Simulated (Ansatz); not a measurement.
CdS (Greenockite) under changes of volume

One of the cells (25.121 Å³/atom); the others are scaled copies at fixed shape and fractional positions:

```xyz
4
Lattice="4.1500 0.0000 0.0000 -2.0750 3.5940 0.0000 0.0000 0.0000 6.7370" Properties=species:S:1:pos:R:3 pbc="T T T"
Cd    2.0750    1.1980    3.3685
Cd    0.0000    2.3960    0.0000
S     2.0750    1.1980    5.8949
S     0.0000    2.3960    2.5264
```

- Program: Ansatz 0.2.0
- Functional: LDA
- Potentials or basis: all-electron LAPW, scalar-relativistic
- Cutoff: 227 eV (chosen from the basis error)
- Basis error allowed: 0.002 eV/atom
- k mesh: 7 × 7 × 4
- Occupations: fermi-dirac, width 0.05 eV
- Spin: no spin polarisation

| volume (Å³/atom) | energy over the lowest point (meV/atom) | pressure (GPa) | gap on the mesh (eV) | largest force (eV/Å) |
| --- | --- | --- | --- | --- |
| 23.614 | 0.00 | 0.7 | 1.05 | 0.074 |
| 24.116 | 0.02 | -0.7 | 1.00 | 0.070 |
| 24.618 | ? | ? | ? | ? |
| 25.121 | 12.25 | -3.1 | 0.91 | 0.061 |
| 25.623 | 23.58 | -4.1 | 0.86 | 0.058 |
| 26.126 | 37.87 | -5.0 | 0.82 | 0.054 |
| 26.628 | 54.79 | -5.8 | 0.77 | 0.051 |

Task: What does the run at 24.618 Å³/atom give?

Result: Energy over the lowest point 4.26 meV/atom; pressure -2.0 GPa; gap on the mesh 0.96 eV; largest force 0.065 eV/Å.

Worked out: A Birch-Murnaghan fit of order 3 (a polynomial in V^(-2/3)) to the other rows has its minimum at 23.86 Å³/atom with B0 = V·E''(V) = 68 GPa and B' = 4.6 at fixed shape and positions, which overstates the stiffness. It gives 4.25 meV/atom at 24.618 Å³/atom, against the run's 4.26, and -dE/dV = -2.0 GPa, against -2.0. A straight line through the other rows of the gap, of slope -2.31 eV per unit of ln V (its deformation potential), gives 0.95 eV, against the run's 0.96.

Energies are extrapolated to zero smearing.

Spin-orbit coupling on Cd is left out.
